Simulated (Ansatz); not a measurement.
CdSe (P6_3mc), one atom moved over a plane

Computed with DFT PBE, scalar-relativistic, plane waves, PAW in Ansatz 0.2.0. Settings: plane waves to 420 eV, k-mesh 6×6×4 (Γ-centred), Gaussian smearing 0.05 eV. No spin polarisation. Energies are free energies at this smearing, counted from the undisturbed cell; pressure is positive in compression.

Reference structure (as given, not relaxed at this level; it stands at 3.0 GPa):

```yaml
crystal:
  lattice:
    - [4.29850, 0.00000, 0.00000]
    - [-2.14925, 3.72261, 0.00000]
    - [0.00000, 0.00000, 7.01520]
  atoms:
    - { symbol: Cd, position: [0.66667, 0.33333, 0.00000] }
    - { symbol: Cd, position: [0.33333, 0.66667, 0.50000] }
    - { symbol: Se, position: [0.66667, 0.33333, 0.37500] }
    - { symbol: Se, position: [0.33333, 0.66667, 0.87500] }
```

Atom 1 (Cd) is moved by p along (0.000, 1.000, 0.000) and q along (0.000, 0.000, 1.000) (Å), all else fixed. Points are written (p, q).

p was sampled at -0.300, -0.150, 0.000, 0.150, 0.300 and q at -0.300, -0.150, 0.000, 0.150, 0.300.

Task: Where on the computed points is the energy highest, and how high?

Result: At (-0.300, -0.300): 0.69 eV/cell.

Task: Away from (0, 0), which computed point is lowest?

Result: (0.150, 0.000): 0.05 eV/cell.

The map, in eV/cell:

| p \ q | -0.300 | -0.150 | 0.000 | 0.150 | 0.300 |
| --- | --- | --- | --- | --- | --- |
| -0.300 | 0.69 | 0.46 | 0.31 | 0.30 | 0.53 |
| -0.150 | 0.30 | 0.14 | 0.06 | 0.13 | 0.44 |
| 0.000 | 0.19 | 0.06 | 0.00 | 0.09 | 0.42 |
| 0.150 | 0.27 | 0.12 | 0.05 | 0.12 | 0.44 |
| 0.300 | 0.46 | 0.28 | 0.17 | 0.20 | 0.46 |